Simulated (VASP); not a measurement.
# Core-hole spectrum of BP, part 3 of 5

Aim: an X-ray absorption edge of BP by the supercell core-hole method. The cell has space group F-43m. The start is a cell from a database of measured crystal structures.

VASP 6.6.1, plane waves and PAW; the level of theory is named at each step.

So far: Starting point; Supercell without a hole.

### Step 3. K edge, Wyckoff site P c, full hole

This step: supercell core-hole method, LDA, full hole; plane waves and PAW (P, P, B) (VASP 6.6.1).

One core electron is taken from the first atom, which POSCAR lists as a species of its own, and NELECT stays that of the neutral valence shell, so the cell is charged against a background. NBANDS covers the range above the edge. The first density still holds the charge taken from the core, which is what the BRMIX lines of the log report.

Contents of INCAR:

```
SYSTEM = BP
PREC = Accurate
ENCUT = 400
EDIFF = 1E-06
NELM = 100
ISMEAR = 0
SIGMA = 0.05
LREAL = Auto
ALGO = Normal
GGA = CA
LWAVE = .FALSE.
LCHARG = .FALSE.
ICORELEVEL = 2
CLNT = 1
CLN = 1
CLL = 0
CLZ = 1
CH_LSPEC = .TRUE.
CH_NEDOS = 1500
CH_SIGMA = 1
NBANDS = 472
NELECT = 216
```

Contents of POSCAR:

```
BP
1.0
    0.0000000000      6.8070000000      6.8070000000
    6.8070000000      0.0000000000      6.8070000000
    6.8070000000      6.8070000000      0.0000000000
P P B
1 26 27
Direct
    0.2500000000      0.2500000000      0.2500000000
    0.2500000000      0.2500000000      0.5833333333
    0.2500000000      0.2500000000      0.9166666667
    0.2500000000      0.5833333333      0.2500000000
    0.2500000000      0.5833333333      0.5833333333
    0.2500000000      0.5833333333      0.9166666667
    0.2500000000      0.9166666667      0.2500000000
    0.2500000000      0.9166666667      0.5833333333
    0.2500000000      0.9166666667      0.9166666667
    0.5833333333      0.2500000000      0.2500000000
    0.5833333333      0.2500000000      0.5833333333
    0.5833333333      0.2500000000      0.9166666667
    0.5833333333      0.5833333333      0.2500000000
    0.5833333333      0.5833333333      0.5833333333
    0.5833333333      0.5833333333      0.9166666667
    0.5833333333      0.9166666667      0.2500000000
    0.5833333333      0.9166666667      0.5833333333
    0.5833333333      0.9166666667      0.9166666667
    0.9166666667      0.2500000000      0.2500000000
    0.9166666667      0.2500000000      0.5833333333
    0.9166666667      0.2500000000      0.9166666667
    0.9166666667      0.5833333333      0.2500000000
    0.9166666667      0.5833333333      0.5833333333
    0.9166666667      0.5833333333      0.9166666667
    0.9166666667      0.9166666667      0.2500000000
    0.9166666667      0.9166666667      0.5833333333
    0.9166666667      0.9166666667      0.9166666667
    0.0000000000      0.0000000000      0.0000000000
    0.0000000000      0.0000000000      0.3333333333
    0.0000000000      0.0000000000      0.6666666667
    0.0000000000      0.3333333333      0.0000000000
    0.0000000000      0.3333333333      0.3333333333
    0.0000000000      0.3333333333      0.6666666667
    0.0000000000      0.6666666667      0.0000000000
    0.0000000000      0.6666666667      0.3333333333
    0.0000000000      0.6666666667      0.6666666667
    0.3333333333      0.0000000000      0.0000000000
    0.3333333333      0.0000000000      0.3333333333
    0.3333333333      0.0000000000      0.6666666667
    0.3333333333      0.3333333333      0.0000000000
    0.3333333333      0.3333333333      0.3333333333
    0.3333333333      0.3333333333      0.6666666667
    0.3333333333      0.6666666667      0.0000000000
    0.3333333333      0.6666666667      0.3333333333
    0.3333333333      0.6666666667      0.6666666667
    0.6666666667      0.0000000000      0.0000000000
    0.6666666667      0.0000000000      0.3333333333
    0.6666666667      0.0000000000      0.6666666667
    0.6666666667      0.3333333333      0.0000000000
    0.6666666667      0.3333333333      0.3333333333
    0.6666666667      0.3333333333      0.6666666667
    0.6666666667      0.6666666667      0.0000000000
    0.6666666667      0.6666666667      0.3333333333
    0.6666666667      0.6666666667      0.6666666667
```

Contents of KPOINTS:

```
Automatic mesh
0
Gamma
3 3 3
0 0 0
```

PAW data sets: P, P and B (PBE family, release 64).

The run is started by

```bash
$ mpirun -np 8 vasp_std
```

The log of the run:

```text
[banner, memory and clock lines left out]
running    8 mpi-ranks, on    1 nodes
 distrk:  each k-point on    8 cores,    1 groups
 distr:  one band on    1 cores,    8 groups

 POSCAR found type information on POSCAR P P B
 POSCAR found :  3 types and      54 ions
 [... a notice as in an earlier step ...]

 [... a notice as in an earlier step ...]

 LDA part: xc-table for (Slater(with rela. corr.)+CA(PZ))
 , standard interpolation
 POSCAR, INCAR and KPOINTS ok, starting setup
 FFT: planning ... GRIDC
 FFT: planning ... GRID_SOFT
 FFT: planning ... GRID
 WAVECAR not read
 entering main loop
       N       E                     dE             d eps       ncg     rms          rms(c)
DAV:   1     0.502690894017E+03    0.50269E+03   -0.62849E+04  3776   0.331E+02
DAV:   2    -0.345910663434E+03   -0.84860E+03   -0.79338E+03  4536   0.102E+02
DAV:   3    -0.383096906409E+03   -0.37186E+02   -0.36511E+02  4448   0.187E+01
DAV:   4    -0.383310550663E+03   -0.21364E+00   -0.21356E+00  4512   0.139E+00
DAV:   5    -0.383311412130E+03   -0.86147E-03   -0.86144E-03  4472   0.930E-02BRMIX: very serious problems
 the old and the new charge density differ
 old charge density:   217.00000 new  216.00000
    0.149E+02
DAV:   6    -0.361818665390E+03    0.21493E+02   -0.37773E+00  4352   0.386E+00    0.322E+01
DAV:   7    -0.358854928027E+03    0.29637E+01   -0.51085E+00  4432   0.193E+00    0.105E+01
DAV:   8    -0.358335789801E+03    0.51914E+00   -0.44350E-01  4336   0.772E-01    0.580E+00
DAV:   9    -0.358330437890E+03    0.53519E-02   -0.63638E-02  4352   0.236E-01    0.166E+00
DAV:  10    -0.358328161840E+03    0.22760E-02   -0.53238E-03  4440   0.863E-02    0.555E-01
DAV:  11    -0.358327864477E+03    0.29736E-03   -0.23031E-03  4248   0.392E-02    0.781E-01
DAV:  12    -0.358327888920E+03   -0.24443E-04   -0.81300E-05  4472   0.801E-03    0.198E-01
DAV:  13    -0.358327875990E+03    0.12930E-04   -0.79494E-06  4232   0.290E-03    0.190E-01
DAV:  14    -0.358327876314E+03   -0.32403E-06   -0.34967E-06  4432   0.174E-03
   1 F= -.35832788E+03 E0= -.35832788E+03  d E =-.227511E-24
 Starting Core_Hole_Spec
 Ending Core_Hole_Spec
```

The job ended after 5.1 min (8 MPI ranks of AMD EPYC 7R43, shared host; peak memory 1.6 GiB; 41 min of CPU time).

Parts of OUTCAR (step 3):

```text
NELECT = 216

 ion  position               nearest neighbor table
   1  0.250  0.250  0.250-  41 1.97  38 1.97  40 1.97  32 1.97
   2  0.250  0.250  0.583-  33 1.97  39 1.97  41 1.97  42 1.97
   3  0.250  0.250  0.917-  40 1.97  37 1.97  31 1.97  42 1.97
   4  0.250  0.583  0.250-  35 1.97  41 1.97  43 1.97  44 1.97
   5  0.250  0.583  0.583-  36 1.97  42 1.97  44 1.97  45 1.97
   6  0.250  0.583  0.917-  34 1.97  40 1.97  43 1.97  45 1.97
   7  0.250  0.917  0.250-  38 1.97  37 1.97  29 1.97  44 1.97
   8  0.250  0.917  0.583-  30 1.97  38 1.97  39 1.97  45 1.97
   9  0.250  0.917  0.917-  37 1.97  28 1.97  39 1.97  43 1.97
  10  0.583  0.250  0.250-  41 1.97  47 1.97  49 1.97  50 1.97
  11  0.583  0.250  0.583-  48 1.97  42 1.97  50 1.97  51 1.97
  12  0.583  0.250  0.917-  40 1.97  46 1.97  49 1.97  51 1.97
  13  0.583  0.583  0.250-  52 1.97  50 1.97  44 1.97  53 1.97
  14  0.583  0.583  0.583-  45 1.97  51 1.97  53 1.97  54 1.97
  15  0.583  0.583  0.917-  54 1.97  49 1.97  43 1.97  52 1.97
  16  0.583  0.917  0.250-  38 1.97  46 1.97  47 1.97  53 1.97
  17  0.583  0.917  0.583-  54 1.97  47 1.97  39 1.97  48 1.97
  18  0.583  0.917  0.917-  37 1.97  46 1.97  48 1.97  52 1.97
  19  0.917  0.250  0.250-  32 1.97  31 1.97  29 1.97  50 1.97
  20  0.917  0.250  0.583-  30 1.97  32 1.97  33 1.97  51 1.97
  21  0.917  0.250  0.917-  31 1.97  28 1.97  33 1.97  49 1.97
  22  0.917  0.583  0.250-  32 1.97  34 1.97  35 1.97  53 1.97
  23  0.917  0.583  0.583-  54 1.97  35 1.97  33 1.97  36 1.97
  24  0.917  0.583  0.917-  31 1.97  34 1.97  36 1.97  52 1.97
  25  0.917  0.917  0.250-  29 1.97  28 1.97  35 1.97  47 1.97
  26  0.917  0.917  0.583-  29 1.97  30 1.97  36 1.97  48 1.97
  27  0.917  0.917  0.917-  28 1.97  30 1.97  34 1.97  46 1.97
  28  0.000  0.000  0.000-  27 1.97  21 1.97  25 1.97   9 1.97
  29  0.000  0.000  0.333-  25 1.97  19 1.97   7 1.97  26 1.97
  30  0.000  0.000  0.667-   8 1.97  20 1.97  26 1.97  27 1.97
  31  0.000  0.333  0.000-  21 1.97  19 1.97   3 1.97  24 1.97
  32  0.000  0.333  0.333-  19 1.97   1 1.97  20 1.97  22 1.97
  33  0.000  0.333  0.667-   2 1.97  20 1.97  21 1.97  23 1.97
  34  0.000  0.667  0.000-   6 1.97  22 1.97  24 1.97  27 1.97
  35  0.000  0.667  0.333-   4 1.97  22 1.97  23 1.97  25 1.97
  36  0.000  0.667  0.667-   5 1.97  24 1.97  26 1.97  23 1.97
  37  0.333  0.000  0.000-   9 1.97   7 1.97   3 1.97  18 1.97
  38  0.333  0.000  0.333-   7 1.97   1 1.97   8 1.97  16 1.97
  39  0.333  0.000  0.667-   2 1.97   8 1.97   9 1.97  17 1.97
[...]
53  0.667  0.667  0.333-  14 1.97  16 1.97  22 1.97  13 1.97
  54  0.667  0.667  0.667-  15 1.97  17 1.97  23 1.97  14 1.97

The static configuration has the point symmetry T_d .

 Found      4 irreducible k-points:

   k-points           NKPTS =      4   k-points in BZ     NKDIM =      4   number of bands    NBANDS=    472

 the core state eigenenergies are
   1-  1s  -2260.3776  2s   -199.2224  2p   -154.6054
   2-  1s  -2070.6059  2s   -160.9169  2p   -111.3746
   3-  1s  -2070.6059  2s   -160.9169  2p   -111.3746
   4-  1s  -2070.6059  2s   -160.9169  2p   -111.3746
   5-  1s  -2070.4540  2s   -160.7625  2p   -111.2204
   6-  1s  -2070.6059  2s   -160.9169  2p   -111.3746
   7-  1s  -2070.6059  2s   -160.9169  2p   -111.3746
   8-  1s  -2070.6059  2s   -160.9169  2p   -111.3746
   9-  1s  -2070.4506  2s   -160.7547  2p   -111.2130
  10-  1s  -2070.6059  2s   -160.9169  2p   -111.3746
  11-  1s  -2070.4540  2s   -160.7625  2p   -111.2204
  12-  1s  -2070.6059  2s   -160.9169  2p   -111.3746
  13-  1s  -2070.4540  2s   -160.7625  2p   -111.2204
  14-  1s  -2070.4540  2s   -160.7625  2p   -111.2204
  15-  1s  -2070.3961  2s   -160.7031  2p   -111.1612
  16-  1s  -2070.6059  2s   -160.9169  2p   -111.3746
  17-  1s  -2070.3961  2s   -160.7031  2p   -111.1612
  18-  1s  -2070.3961  2s   -160.7031  2p   -111.1612
  19-  1s  -2070.6059  2s   -160.9169  2p   -111.3746
  20-  1s  -2070.6059  2s   -160.9169  2p   -111.3746
  21-  1s  -2070.4506  2s   -160.7547  2p   -111.2130
  22-  1s  -2070.6059  2s   -160.9169  2p   -111.3746
  23-  1s  -2070.3961  2s   -160.7031  2p   -111.1612
  24-  1s  -2070.3961  2s   -160.7031  2p   -111.1612
  25-  1s  -2070.4506  2s   -160.7547  2p   -111.2130
  26-  1s  -2070.3961  2s   -160.7031  2p   -111.1612
  27-  1s  -2070.4506  2s   -160.7547  2p   -111.2130
  28-  1s   -165.3971
  29-  1s   -165.4821
  30-  1s   -165.4821
  31-  1s   -165.4821
  32-  1s   -166.4924
  33-  1s   -165.4821
  34-  1s   -165.4821
  35-  1s   -165.4821
  36-  1s   -165.4001
  37-  1s   -165.4821
  38-  1s   -166.4924
  39-  1s   -165.4821
[...]
53-  1s   -165.6046
  54-  1s   -165.4001

 E-fermi :   7.5860

 k-point     1 :       0.0000    0.0000    0.0000
  band No.  band energies     occupation
    ...
    104       5.8532      2.00000
    105       5.8532      2.00000
    106       7.2290      2.00000
    107       7.2290      2.00000
    108       7.2290      2.00000
    109       8.3647      0.00000
    110       8.5264      0.00000
    111       8.5264      0.00000
    112       8.5264      0.00000
    113       8.6136      0.00000
    ...

 k-point     2 :       0.3333    0.0000    0.0000
  band No.  band energies     occupation
    ...
    104       5.7285      2.00000
    105       6.2511      2.00000
    106       6.2511      2.00000
    107       6.8828      2.00000
    108       6.8828      2.00000
    109       8.7784      0.00000
    110       8.9080      0.00000
    111       8.9080      0.00000
    112       9.1447      0.00000
    113       9.2792      0.00000
    ...

  Total      -29.6129757    -29.6129757    -29.6129757     -0.0000000     -0.0000000      0.0000000
  in kB      -75.2134284    -75.2134284    -75.2134284     -0.0000000     -0.0000000      0.0000000
  external PRESSURE =     -75.2134284 kB  Pullay stress =       0.0000000 kB

 POSITION                                       TOTAL-FORCE (eV/Angst)
 -----------------------------------------------------------------------------------
      3.40350      3.40350      3.40350        -0.000000     -0.000000     -0.000000
      5.67250      5.67250      3.40350         0.017752      0.017752     -0.366752
      7.94150      7.94150      3.40350        -0.017752     -0.017752     -0.366752
      5.67250      3.40350      5.67250         0.017752     -0.366752      0.017752
      7.94150      5.67250      5.67250         0.049816     -0.049816     -0.049816
     10.21050      7.94150      5.67250         0.366752     -0.017752      0.017752
      7.94150      3.40350      7.94150        -0.017752     -0.366752     -0.017752
     10.21050      5.67250      7.94150         0.366752      0.017752     -0.017752
     12.47950      7.94150      7.94150         0.051619     -0.051619     -0.051619
      3.40350      5.67250      5.67250        -0.366752      0.017752      0.017752
      5.67250      7.94150      5.67250        -0.049816      0.049816     -0.049816
      7.94150     10.21050      5.67250        -0.017752      0.366752      0.017752
      5.67250      5.67250      7.94150        -0.049816     -0.049816      0.049816
      7.94150      7.94150      7.94150         0.049816      0.049816      0.049816
     10.21050     10.21050      7.94150        -0.000000     -0.000000      0.039405
      7.94150      5.67250     10.21050        -0.017752      0.017752      0.366752
     10.21050      7.94150     10.21050        -0.000000      0.039405     -0.000000
     12.47950     10.21050     10.21050        -0.039405     -0.000000     -0.000000
      3.40350      7.94150      7.94150        -0.366752     -0.017752     -0.017752
      5.67250     10.21050      7.94150         0.017752      0.366752     -0.017752
      7.94150     12.47950      7.94150        -0.051619      0.051619     -0.051619
      5.67250      7.94150     10.21050         0.017752     -0.017752      0.366752
      7.94150     10.21050     10.21050         0.039405     -0.000000     -0.000000
     10.21050     12.47950     10.21050        -0.000000     -0.039405     -0.000000
      7.94150      7.94150     12.47950        -0.051619     -0.051619      0.051619
     10.21050     10.21050     12.47950        -0.000000     -0.000000     -0.039405
     12.47950     12.47950     12.47950         0.051619      0.051619      0.051619
      0.00000      0.00000      0.00000        -0.000000     -0.000000     -0.000000
      2.26900      2.26900      0.00000         0.057992      0.057992     -0.033756
      4.53800      4.53800      0.00000        -0.057992     -0.057992     -0.033756
      2.26900      0.00000      2.26900         0.057992     -0.033756      0.057992
      4.53800      2.26900      2.26900         0.058331     -0.058331     -0.058331
      6.80700      4.53800      2.26900         0.033756     -0.057992      0.057992
      4.53800      0.00000      4.53800        -0.057992     -0.033756     -0.057992
      6.80700      2.26900      4.53800         0.033756      0.057992     -0.057992
      9.07600      4.53800      4.53800        -0.008046      0.008046      0.008046
      0.00000      2.26900      2.26900        -0.033756      0.057992      0.057992
      2.26900      4.53800      2.26900        -0.058331      0.058331     -0.058331
[...]
-----------------------------------------------------------------------------------
    total drift:                               -0.000000     -0.000000     -0.000000

  FREE ENERGIE OF THE ION-ELECTRON SYSTEM (eV)
  ---------------------------------------------------
  free  energy   TOTEN  =      -358.3278763140 eV

  energy  without entropy=     -358.3278763140  energy(sigma->0) =     -358.32787631

[... 6 parts as in an earlier step ...]

[... 2 further parts left out ...]
```

This step gave:

```yaml
free_energy_toten: -358.3279 eV
fermi_energy: 7.586 eV
```

Smoothed further by a Gaussian, to a width of roughly 2 to 2.4 eV in all; heights scale with one over the cell volume; the energy axis is the program's own, and the fall at its high end is where NBANDS ends. Table of imaginary dielectric function times 10^5, xx by photon energy; read off at these points:

photon energy (eV), imaginary dielectric function times 10^5, xx and a bar:
```
   2088.0      0.000 
   2089.0      0.001 
   2090.0      0.003 
   2091.0      0.013 #
   2092.0      0.059 ###
   2093.0      0.188 ###########
   2094.0      0.370 #####################
   2095.0      0.498 #############################
   2095.5      0.518 ##############################
   2096.0      0.504 #############################
   2097.0      0.401 #######################
   2098.0      0.311 ##################
   2099.0      0.288 #################
   2100.0      0.272 ################
   2101.0      0.225 #############
   2102.0      0.186 ###########
   2103.0      0.179 ##########
   2104.0      0.184 ###########
   2105.0      0.210 ############
   2106.0      0.269 ################
   2107.0      0.386 ######################
   2107.7      0.439 #########################
   2108.0      0.432 #########################
   2109.0      0.295 #################
   2110.0      0.156 #########
   2111.0      0.121 #######
   2112.0      0.119 #######
   2113.0      0.124 #######
   2114.0      0.128 #######
   2115.0      0.118 #######
   2116.0      0.118 #######
   2117.0      0.124 #######
   2118.0      0.123 #######
   2119.0      0.118 #######
   2120.0      0.104 ######
   2121.0      0.066 ####
   2122.0      0.025 #
   2123.0      0.005 
   2124.0      0.000 
   2125.0      0.000
```

The smoothed xx curve reaches a tenth of its top at about 2092 eV.

[end of part 3 of 5]

[Lines on the potential files, build, host, timing and source positions are cut from VASP's logs without a mark.]

[Logs are printed without paths, hosts, clocks, repeated set-up lines and the standing remarks that a program may print on its own settings, such as how far it seeks lower states.]

[Hosts, paths, dates, database ids (printed as entryN), source tags and the programs' standing remarks are cut or masked in the printed files.]
